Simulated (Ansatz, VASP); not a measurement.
## Si3Mo in VASP and in Ansatz

```xyz
4
Lattice="2.5212 0.0000 0.0000 0.0000 2.5212 0.0000 0.0000 0.0000 10.2961" Properties=species:S:1:pos:R:3 pbc="T T T"
Si    0.0000    0.0000    2.6056
Si    0.0000    0.0000    5.1481
Si    0.0000    0.0000    7.6905
Mo    0.0000    0.0000    0.0000
```

Change from the starting cell: species swapped into the Sb3Au type (P4/mmm, No. 123).

Alike in both runs: functional PBE; k mesh 6 × 6 × 2; occupations gaussian, width 0.1 eV; no spin polarisation.

Ansatz relaxed the structure, and its values are those at the end. VASP's run is a single point on that final structure, the one shown.

|  | VASP | Ansatz |
| --- | --- | --- |
| version | VASP 6.6.1 | Ansatz 0.2.0 |
| potentials or method | VASP PAW PBE potentials, release 64 (Si, Mo_sv) | scalar-relativistic, plane waves, PAW |
| plane-wave cutoff (eV) | 520 | 420 |
| valence electrons in the cell | 26 | 26 |

Ansatz gave:

| Quantity | Value |
| --- | --- |
| gap on the k mesh at the Fermi level (eV) | none |
| pressure (GPa) | 0.0 |
| rms of the force components (eV/Å) | 0.002 |

Problem. Which values does VASP return?

Solution. gap on the k mesh at the Fermi level (eV): none; pressure (GPa): 0.1; rms of the force components (eV/Å): 0.005.

A gap of «none» marks a metal or a gap that the smearing closes.

Caveats: the k mesh is coarse (spacing up to 0.42 Å⁻¹), so the values aren't converged.
